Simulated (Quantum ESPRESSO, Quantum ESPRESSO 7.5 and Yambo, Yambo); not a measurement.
# SiC (Moissanite): G0W0 with Yambo, start to end

Wanted: ground state, empty states, screening and self-energy for SiC (Moissanite).

Program: Quantum ESPRESSO 7.5 and Yambo 5.3.0. Level of theory: PBE and many-body steps on it, plane waves. Results are calculated unless marked as measured.

**The experiments to reproduce.**

- Gap 3.02 eV: band gap at cryogenic temperature; bulk crystal (literature value) (quoted in “Silicon carbide diodes for neutron detection”, 2020, arxiv:2009.14696).

- Gap 3.03 eV: indirect gap, experimental literature value; quoted from earlier experiment; bulk crystal (quoted in “Charge spill-out and work function of few-layer graphene on SiC(0001)”, 2018, arxiv:1806.04908).

- Gap 3 eV: optical absorption onset, approximate; UV-Vis-NIR transmission; bulk crystal (400 micron semi-insulating 6H-SiC wafer) (“Effects of energetic ion irradiation on WSe2/SiC heterostructures”, 2017, pmc:5482891).

### Step 1. The starting structure

The structure is hexagonal, space group P6_3mc (No. 186). Conventional cell: a = 3.081 Å, b = 3.081 Å, c = 15.125 Å, α = 90.00°, β = 90.00°, γ = 120.00°. Nearest to Si lie 4 C at 1.88 to 1.90 Å. Nearest to Si lie 4 C at 1.89 Å. Nearest to C lie 4 Si at 1.88 to 1.89 Å. Nearest to C lie 4 Si at 1.89 Å. Nearest to C lie 4 Si at 1.89 to 1.90 Å. Farther neighbours are not listed.

The cell and positions come from the Crystallography Open Database and are kept as given unless a step says otherwise.

### Step 2. Ground state

This step: Quantum ESPRESSO 7.5; DFT, PBE, plane waves, norm-conserving pseudopotentials.

The ground-state density comes first.

pw.in

```
&control
  calculation = 'scf'
  prefix = 'x'
  outdir = 'o'
  pseudo_dir = 'pseudo'
/
&system
  ibrav = 0
  nat = 12
  ntyp = 2
  ecutwfc = 74.0
  nbnd = 34
  force_symmorphic = .true.
/
&electrons
  conv_thr = 1e-10
  electron_maxstep = 80
  mixing_beta = 0.5
/
ATOMIC_SPECIES
  Si 28.085 Si.upf
  C 12.011 C.upf
CELL_PARAMETERS angstrom
  3.0810000000 -0.0000000000 0.0000000000
  -1.5405000000 2.6682242691 0.0000000000
  0.0000000000 0.0000000000 15.1248000000
ATOMIC_POSITIONS crystal
  Si 0.0000000000 0.0000000000 0.0000000000
  Si 0.0000000000 0.0000000000 0.5000000000
  Si 0.3333333333 0.6666666667 0.1664000000
  Si 0.6666666667 0.3333333333 0.6664000000
  Si 0.6666666667 0.3333333333 0.3329000000
  Si 0.3333333333 0.6666666667 0.8329000000
  C 0.3333333333 0.6666666667 0.0412000000
  C 0.6666666667 0.3333333333 0.5412000000
  C 0.6666666667 0.3333333333 0.2080000000
  C 0.3333333333 0.6666666667 0.7080000000
  C 0.0000000000 0.0000000000 0.3746000000
  C 0.0000000000 0.0000000000 0.8746000000
K_POINTS automatic
  6 6 2 0 0 0
```

Started as:

```bash
$ OMP_NUM_THREADS=1 mpirun -n 4 pw.x -nk 4 -in pw.in > pw.out
```

Output:

```text
Program PWSCF v.7.5 starts

     This program is part of the open-source Quantum ESPRESSO suite
     for quantum simulation of materials; please cite
         "P. Giannozzi et al., J. Phys.:Condens. Matter 21 395502 (2009);
         "P. Giannozzi et al., J. Phys.:Condens. Matter 29 465901 (2017);
         "P. Giannozzi et al., J. Chem. Phys. 152 154105 (2020);
     in publications or presentations arising from this work. More details at
     Message from routine setup:
     using ibrav=0 with symmetry is DISCOURAGED, use correct ibrav instead

     G-vector sticks info

     bravais-lattice index     =            0
     lattice parameter (alat)  =       5.8222  a.u.
     unit-cell volume          =     839.0740 (a.u.)^3
     number of atoms/cell      =           12
     number of atomic types    =            2
     number of electrons       =        48.00
     number of Kohn-Sham states=           34
     kinetic-energy cutoff     =      74.0000  Ry
     charge density cutoff     =     296.0000  Ry
     scf convergence threshold =      1.0E-10
     mixing beta               =       0.5000
     number of iterations used =            8  plain     mixing
     Exchange-correlation= PBE
                           (   1   4   3   4   0   0   0)

     celldm(1)=   5.822246  celldm(2)=   0.000000  celldm(3)=   0.000000
     celldm(4)=   0.000000  celldm(5)=   0.000000  celldm(6)=   0.000000

     crystal axes: (cart. coord. in units of alat)
               a(1) = (   1.000000  -0.000000   0.000000 )
               a(2) = (  -0.500000   0.866025   0.000000 )
               a(3) = (   0.000000   0.000000   4.909056 )

     reciprocal axes: (cart. coord. in units 2 pi/alat)
               b(1) = (  1.000000  0.577350 -0.000000 )
               b(2) = (  0.000000  1.154701 -0.000000 )
               b(3) = ( -0.000000 -0.000000  0.203705 )
     Pseudo is Norm-conserving + core correction, Zval =  4.0
     Generated using ONCVPSP code by D. R. Hamann
     Using radial grid of 1510 points,  6 beta functions with:
     Pseudo is Norm-conserving + core correction, Zval =  4.0
     Generated using ONCVPSP code by D. R. Hamann
     Using radial grid of 1248 points,  4 beta functions with:
     Si                4.00    28.08500     Si( 1.00)
     C                 4.00    12.01100     C ( 1.00)

      6 Sym. Ops. (no inversion) found

   Cartesian axes

     site n.     atom                  positions (alat units)
         1        Si     tau(   1) = (   0.0000000   0.0000000   0.0000000  )
         2        Si     tau(   2) = (   0.0000000   0.0000000   2.4545278  )
         3        Si     tau(   3) = (  -0.0000000   0.5773503   0.8168668  )
         4        Si     tau(   4) = (   0.5000000   0.2886751   3.2713946  )
         5        Si     tau(   5) = (   0.5000000   0.2886751   1.6342246  )
         6        Si     tau(   6) = (  -0.0000000   0.5773503   4.0887523  )
         7        C      tau(   7) = (  -0.0000000   0.5773503   0.2022531  )
         8        C      tau(   8) = (   0.5000000   0.2886751   2.6567808  )
         9        C      tau(   9) = (   0.5000000   0.2886751   1.0210835  )
        10        C      tau(  10) = (  -0.0000000   0.5773503   3.4756113  )
        11        C      tau(  11) = (   0.0000000   0.0000000   1.8389322  )
        12        C      tau(  12) = (   0.0000000   0.0000000   4.2934599  )

     number of k points=    14
                       cart. coord. in units 2pi/alat
        k(    1) = (   0.0000000   0.0000000   0.0000000), wk =   0.0277778
        k(    2) = (   0.0000000   0.0000000  -0.1018526), wk =   0.0277778
        k(    3) = (   0.0000000   0.1924501   0.0000000), wk =   0.1666667
        k(    4) = (   0.0000000   0.1924501  -0.1018526), wk =   0.1666667
        k(    5) = (   0.0000000   0.3849002   0.0000000), wk =   0.1666667
        k(    6) = (   0.0000000   0.3849002  -0.1018526), wk =   0.1666667
        k(    7) = (   0.0000000  -0.5773503   0.0000000), wk =   0.0833333
        k(    8) = (   0.0000000  -0.5773503  -0.1018526), wk =   0.0833333
        k(    9) = (   0.1666667   0.2886751   0.0000000), wk =   0.1666667
        k(   10) = (   0.1666667   0.2886751  -0.1018526), wk =   0.1666667
        k(   11) = (   0.1666667   0.4811252   0.0000000), wk =   0.3333333
        k(   12) = (   0.1666667   0.4811252  -0.1018526), wk =   0.3333333
        k(   13) = (   0.3333333   0.5773503   0.0000000), wk =   0.0555556
        k(   14) = (   0.3333333   0.5773503  -0.1018526), wk =   0.0555556

     Dense  grid:    72085 G-vectors     FFT dimensions: (  32,  32, 160)

     Initial potential from superposition of free atoms

     starting charge      47.9961, renormalised to      48.0000
     Starting wfcs are   48 randomized atomic wfcs

     per-process dynamical memory:    77.8 Mb

     Self-consistent Calculation

     iteration #  1     ecut=    74.00 Ry     beta= 0.50

     total energy              =    -122.61548844 Ry
     estimated scf accuracy    <       2.57439343 Ry

     iteration #  2     ecut=    74.00 Ry     beta= 0.50

     total energy              =    -123.23023123 Ry
     estimated scf accuracy    <       0.10184852 Ry

     iteration #  3     ecut=    74.00 Ry     beta= 0.50

     total energy              =    -123.23331517 Ry
     estimated scf accuracy    <       0.02294732 Ry

     iteration #  4     ecut=    74.00 Ry     beta= 0.50

     total energy              =    -123.23752000 Ry
     estimated scf accuracy    <       0.00924176 Ry

     iteration #  5     ecut=    74.00 Ry     beta= 0.50

     total energy              =    -123.23659931 Ry
     estimated scf accuracy    <       0.00256480 Ry

     iteration #  6     ecut=    74.00 Ry     beta= 0.50

     total energy              =    -123.23742871 Ry
     estimated scf accuracy    <       0.00009429 Ry

     iteration #  7     ecut=    74.00 Ry     beta= 0.50

     total energy              =    -123.23718227 Ry
     estimated scf accuracy    <       0.00066932 Ry

     iteration #  8     ecut=    74.00 Ry     beta= 0.50

     total energy              =    -123.23732394 Ry
     estimated scf accuracy    <       0.00000175 Ry

     iteration #  9     ecut=    74.00 Ry     beta= 0.50

     total energy              =    -123.23732485 Ry
     estimated scf accuracy    <       0.00000095 Ry

     iteration # 10     ecut=    74.00 Ry     beta= 0.50

     total energy              =    -123.23732491 Ry
     estimated scf accuracy    <       0.00000012 Ry

     iteration # 11     ecut=    74.00 Ry     beta= 0.50

     total energy              =    -123.23732493 Ry
     estimated scf accuracy    <       0.00000002 Ry

     iteration # 12     ecut=    74.00 Ry     beta= 0.50

     total energy              =    -123.23732494 Ry
     estimated scf accuracy    <       0.00000002 Ry

     iteration # 13     ecut=    74.00 Ry     beta= 0.50

     total energy              =    -123.23732494 Ry
     estimated scf accuracy    <          2.4E-09 Ry

     iteration # 14     ecut=    74.00 Ry     beta= 0.50

     total energy              =    -123.23732494 Ry
     estimated scf accuracy    <          3.4E-10 Ry

     iteration # 15     ecut=    74.00 Ry     beta= 0.50

     total energy              =    -123.23732494 Ry
     estimated scf accuracy    <          1.2E-10 Ry

     iteration # 16     ecut=    74.00 Ry     beta= 0.50

     End of self-consistent calculation

          k = 0.0000 0.0000 0.0000 (  8941 PWs)   bands (ev):

    -5.9269  -5.4210  -5.3560  -3.8965  -3.8338  -2.3695   0.9408   3.2765
     3.3221   7.0857   7.1327   8.3758   8.3758   8.5558   8.5558   8.6806
     8.6806   9.1281   9.1281   9.2402   9.2402   9.4926   9.5283   9.5283
    14.6927  14.8641  15.2659  15.7770  15.8043  16.1861  16.4453  16.4454
    16.6749  16.8731

          k = 0.0000 0.0000-0.1019 (  8898 PWs)   bands (ev):

    -5.7918  -5.7918  -4.7331  -4.7331  -2.9098  -2.9098   1.7007   1.7007
     5.1834   5.1834   8.4342   8.4342   8.4342   8.4342   8.7605   8.7605
     8.8868   8.8868   8.8868   8.8868   9.4334   9.4334   9.4334   9.4334
    14.7598  14.7598  15.4995  15.4995  16.1682  16.1683  16.5381  16.5381
    16.5382  16.5382

          k = 0.0000 0.1925 0.0000 (  8976 PWs)   bands (ev):

    -5.4479  -4.9491  -4.8832  -3.4507  -3.3865  -1.9729   1.3728   3.5487
     3.5946   6.2016   6.3534   6.4549   6.9520   7.0264   7.6320   7.7536
     7.8933   7.9287   8.0148   8.2015   8.7381   8.8255   9.1886   9.2893
    14.2487  14.6268  14.7231  15.4049  15.8834  16.3009  16.6568  16.7761
    17.0112  17.1501

          k = 0.0000 0.1925-0.1019 (  8984 PWs)   bands (ev):

     [... further k-points ...]

     highest occupied, lowest unoccupied level (ev):     9.5283   11.5451

!    total energy              =    -123.23732494 Ry
     estimated scf accuracy    <          1.6E-12 Ry

     The total energy is the sum of the following terms:
     one-electron contribution =      33.48764004 Ry
     hartree contribution      =      14.07781438 Ry
     xc contribution           =     -45.33935242 Ry
     ewald contribution        =    -125.46342694 Ry

     convergence has been achieved in  16 iterations

     XML data file, charge density, pseudopotentials, collected wavefunctions

=------------------------------------------------------------------------------=
   JOB DONE.
=------------------------------------------------------------------------------=
```

Elapsed: 30 s, on 4 MPI ranks of Arm Neoverse V2, shared host; peak memory 0.51 GiB.

Numbers from this step:

```
total energy               : -1676.7292 eV
gap                        : 2.017 eV
k of the valence top       : 0, 0, 0
k of the conduction bottom : 0, -0.5, 0
least direct gap           : 3.123 eV
```

The gap is indirect, with the least direct gap 1.11 eV higher.

(Part 1 of 3 ends here.)

[Paths, hosts, dates, memory and timing lines, banners, echoed tables and standing remarks are left out of the program output.]

[Logs are printed without paths, hosts, clocks, repeated set-up lines and the standing remarks that a program may print on its own settings, such as how far it seeks lower states.]

[Runs of the session that timed out or met a known fault of the program may be left out.]

[Hosts, paths, dates, database ids (printed as entryN), source tags and the programs' standing remarks are cut or masked in the printed files.]
